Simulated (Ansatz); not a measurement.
# TaSi$_{2}$ (P6_422), zone-centre modes

Computed with DFT PBEsol, scalar-relativistic, plane waves, PAW in Ansatz. The runs took a 420 eV cutoff, a Γ-centred 12×12×6 mesh and Gaussian smearing (0.15 eV). Spin–orbit coupling is left out, which can shift energies with elements as heavy as these. No spin polarisation.

Reference structure (relaxed at this level; it needn't be the usual structure):

```xyz
9
Lattice="4.7610 0.0000 0.0000 -2.3805 4.1231 0.0000 0.0000 0.0000 6.5561" Properties=species:S:1:pos:R:3 pbc="T T T"
Ta    2.3805    0.0000    0.0000
Ta    1.1902    2.0616    4.3708
Ta   -1.1902    2.0616    2.1854
Si    0.0000    1.3135    0.0000
Si    3.6235    0.6567    4.3708
Si    1.2430    3.4664    2.1854
Si    2.3805    2.8096    0.0000
Si   -1.2430    3.4664    4.3708
Si    1.1375    0.6567    2.1854
```

Harmonic modes by finite displacements of 0.02 Å, without the LO–TO term.

Question: At this geometry, is the structure stable against these modes?

Answer: Yes: no mode is imaginary beyond 10 cm⁻¹, and only the three translations lie near zero.

Question: List the wavenumbers in cm⁻¹.

Answer: 0, 0, 0, 107, 149, 149, 153, 153, 168, 229, 229, 234, 252, 265, 265, 300, 300, 301, 346, 346, 364, 364, 365, 376, 376, 410, 410.

Cost: 1 run of about 12 core-minutes, on Arm Neoverse V2 (shared hosts).